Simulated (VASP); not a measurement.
# CaO (P-6m2) in VASP: further runs, part 2 of 2

VASP 6.6.1.

## Step 3: Relaxation of cell and atoms, PBE

INCAR reads:

```
SYSTEM = CaO
  PREC = Accurate
  ENCUT = 600
  EDIFF = 1E-6
  ISMEAR = 0
  SIGMA = 0.02
  LREAL = .False.
  LASPH = .True.
  NELM = 100
  ALGO = Normal
  ISIF = 3
  LWAVE = .False.
  LCHARG = .False.
  GGA = PE
  IBRION = 2
  NSW = 100
  EDIFFG = -0.01
```

KPOINTS reads:

```
regular mesh
0
Gamma
  9 9 8
  0 0 0
```

POSCAR reads:

```
CaO
1.0
    3.3002833230      0.0000000000      0.0000000000
   -1.6501416615      2.8581291974      0.0000000000
    0.0000000000      0.0000000000      2.9986301491
Ca O
1 1
Direct
    0.6666666667      0.3333333333      0.0000000000
    0.3333333333      0.6666666667      0.5000000000
```

Potentials or basis: VASP PAW PBE potentials, release 64 (Ca_sv, O).

Run with:

```sh
> cat potpaw_PBE.64/Ca_sv/POTCAR potpaw_PBE.64/O/POTCAR > POTCAR
> mpirun -np 1 vasp_std > vasp.out
```

OUTCAR:

```text
SYSTEM = CaO
   PREC = Accurate
   ENCUT = 600
   EDIFF = 1E-6
   ISMEAR = 0
   LREAL = .False.
   LASPH = .True.
   NELM = 100
   ISIF = 3
   GGA = PE
   IBRION = 2
   NSW = 100
   EDIFFG = -0.01

 ion  position               nearest neighbor table
   1  0.667  0.333  0.000-   2 2.42   2 2.42   2 2.42   2 2.42   2 2.42   2 2.42
   2  0.333  0.667  0.500-   1 2.42   1 2.42   1 2.42   1 2.42   1 2.42   1 2.42

  LATTYP: Found a hexagonal cell.
 ALAT       =     3.3002833230
 C/A-ratio  =     0.9085977947

  Lattice vectors:

 A1 = (   3.3002833230,   0.0000000000,   0.0000000000)
 A2 = (  -1.6501416615,   2.8581291974,   0.0000000000)
 A3 = (   0.0000000000,   0.0000000000,   2.9986301491)

Analysis of symmetry for initial positions (statically):
[... 272 lines left out ...]
      5     -13.1344      2.00000
      6       1.8669      2.00000
      7       1.8669      2.00000
      8       2.6650      2.00000
      9       5.9736      0.00000
     10       7.0634      0.00000
     11      10.0334      0.00000
     12      10.0334      0.00000
[... 331 lines left out ...]
 k-point    24 :       0.3333    0.3333    0.1250
  band No.  band energies     occupation
      1     -35.6550      2.00000
      2     -17.2791      2.00000
      3     -16.9482      2.00000
      4     -16.3973      2.00000
      5     -12.2221      2.00000
      6       0.9175      2.00000
      7       0.9315      2.00000
      8       1.8661      2.00000
      9       7.6744      0.00000
     10       8.9771      0.00000
     11      10.1249      0.00000
     12      10.2125      0.00000

 [... further k-points ...]

------------------------ aborting loop because EDIFF is reached ----------------------------------------

  FORCE on cell =-STRESS in cart. coord.  units (eV):
  Direction    XX          YY          ZZ          XY          YZ          ZX
  --------------------------------------------------------------------------------------
  -------------------------------------------------------------------------------------
  Total        0.0061944      0.0061944     -0.0078059      0.0000000     -0.0000000      0.0000000
  in kB        0.3493752      0.3493752     -0.4402653      0.0000000     -0.0000000      0.0000000
  external PRESSURE =       0.0861617 kB  Pullay stress =       0.0000000 kB
[... 17 lines left out ...]
  FREE ENERGIE OF THE ION-ELECTRON SYSTEM (eV)
  ---------------------------------------------------
  free  energy   TOTEN  =       -12.3071371006 eV

  energy  without entropy=      -12.3071371006  energy(sigma->0) =      -12.30713710

 reached required accuracy - stopping structural energy minimisation
```

CONTCAR:

```text
CaO
   1.00000000000000
     3.3045646938653999   -0.0000000000000000    0.0000000000000000
    -1.6522823469326999    2.8618369733324425   -0.0000000000000000
     0.0000000000000000   -0.0000000000000000    3.0037347508890040
  Ca              O
     1     1
Direct
     0.6666666667000030    0.3333333332999970    1.0000000000000000
     0.3333333332999970    0.6666666667000030    0.5000000000000000

  0.00000000E+00  0.00000000E+00  0.00000000E+00
  0.00000000E+00  0.00000000E+00  0.00000000E+00
```

It took 20 s on 1 thread of Intel Xeon 6975P-C (Granite Rapids), shared host; peak memory 0.17 GiB.

What came out:

* Free energy: -12.3071 eV
* Relaxed volume: 14.20 Å³/atom
* Relaxed cell: a = 3.305 Å, b = 3.305 Å, c = 3.004 Å, α = 90.00°, β = 90.00°, γ = 120.00°
* Space group after relaxing (to 0.05 Å): P-6m2 (No. 187)
* Energy gained by relaxing: 0.1 meV/atom
* Ionic steps: 3
* Pressure after relaxing: 0.0 GPa
* Band gap on the k mesh: 3.31 eV, direct

Stress tensor (GPa, compression positive):
```
 0.03  0.00  0.00
 0.00  0.03  0.00
 0.00  0.00 -0.04
```

Step by step:
```
step  energy change (eV)  largest force (eV/Å)  pressure (GPa)  volume (Å³)
   1              0.0000                0.0000            0.46        28.28
   2             -0.0001                0.0000           -0.14        28.45
   3             -0.0002                0.0000            0.01        28.41
```

Final structure:
```yaml
crystal:
  lattice:
    - [3.30456, 0.00000, 0.00000]
    - [-1.65228, 2.86184, 0.00000]
    - [0.00000, 0.00000, 3.00373]
  atoms:
    - { symbol: Ca, position: [0.66667, 0.33333, 0.00000] }
    - { symbol: O, position: [0.33333, 0.66667, 0.50000] }
```

Levels at points of the mesh, in eV from the valence-band top:
```
           k point  band 6  band 7  band 8  band 9  band 10  band 11
(0.00, 0.00, 0.00)   -0.80   -0.80    0.00    3.31     4.40     7.37
(0.00, 0.00, 0.50)   -3.00   -0.51   -0.51    6.19     6.19     6.62
```

Caveat: an odd mesh through Γ misses points on the zone boundary, where band edges often lie. PBE gaps usually lie below the measured ones, often by a third to a half.

## Step 4: Single point, PBE

This run uses another cell than the first one, of 13.29 Å³/atom, 0.940 times its volume.

INCAR reads:

```
SYSTEM = CaO
ALGO = Normal
EDIFF = 1E-7
ENCUT = 520
GGA = PE
ISIF = 2
ISMEAR = 0
LASPH = .TRUE.
LCHARG = .FALSE.
LREAL = .FALSE.
LWAVE = .FALSE.
NBANDS = 15
NELM = 80
PREC = Accurate
SIGMA = 0.1
```

KPOINTS reads:

```
k-points
0
G
  6 6 6
  0 0 0
```

POSCAR reads:

```
CaO
1.0
    3.1682961900      0.0000000000      0.0000000000
   -1.5841481000      2.7438249900      0.0000000000
    0.0000000000      0.0000000000      3.0582002400
Ca O
1 1
Direct
    0.6666666700      0.3333333300      0.0000000000
    0.3333333300      0.6666666700      0.5000000000
```

Run with:

```sh
> cat potpaw_PBE.64/Ca_sv/POTCAR potpaw_PBE.64/O/POTCAR > POTCAR
> mpirun -np 1 vasp_std > vasp.out
```

It took 4.1 s on 1 thread of Intel Xeon 6975P-C (Granite Rapids), shared host; peak memory 0.14 GiB.

Results (log left out):

| Item | Value |
| --- | --- |
| Free energy | -12.2066 eV |
| Pressure | 6.6 GPa |
| Band gap on the k mesh | 3.43 eV, direct |

Stress tensor (GPa, compression positive):
```
12.59  0.00  0.00
 0.00 12.59  0.00
 0.00  0.00 -5.38
```

Levels at points of the mesh, in eV from the valence-band top:
```csv
k point,band 5,band 6,band 7,band 8,band 9,band 10,band 11,band 12
"(0.00, 0.00, 0.00)",-15.68,-0.38,-0.38,0.00,3.43,5.35,7.68,7.68
"(0.50, 0.00, 0.00)",-14.64,-2.51,-0.68,-0.16,3.93,7.77,8.65,8.93
"(0.00, 0.00, 0.50)",-14.29,-2.91,-0.13,-0.13,6.46,6.46,6.69,8.15
"(0.50, 0.00, 0.50)",-15.07,-1.89,-1.67,-0.98,5.21,7.26,9.55,9.57
```

As with any semilocal functional, this PBE gap is likely too small.

## Step 5: Overview

| task | cell | k mesh | cutoff (eV) | smearing | gap on the mesh (eV) | pressure (GPa) |
| --- | --- | --- | --- | --- | --- | --- |
| single point | P-6m2, 14.14 Å³/atom | 9 × 9 × 8 | 520 | gaussian 0.02 eV | 3.32 | 0.5 |
| relaxation of cell and atoms | relaxed | 9 × 9 × 8 | 600 | gaussian 0.02 eV | 3.31 | 0.0 |
| single point | P-6m2, 13.29 Å³/atom | 6 × 6 × 6 | 520 | gaussian 0.1 eV | 3.43 | 6.6 |

Alike in all rows: level PBE; potentials or basis VASP PAW PBE potentials, release 64 (Ca_sv, O); no spin polarisation.

Caveats: an odd mesh through Γ misses points on the zone boundary, where band edges often lie (some runs).

Total energies depend on the potentials used, so only differences within one code and one set of settings carry meaning.
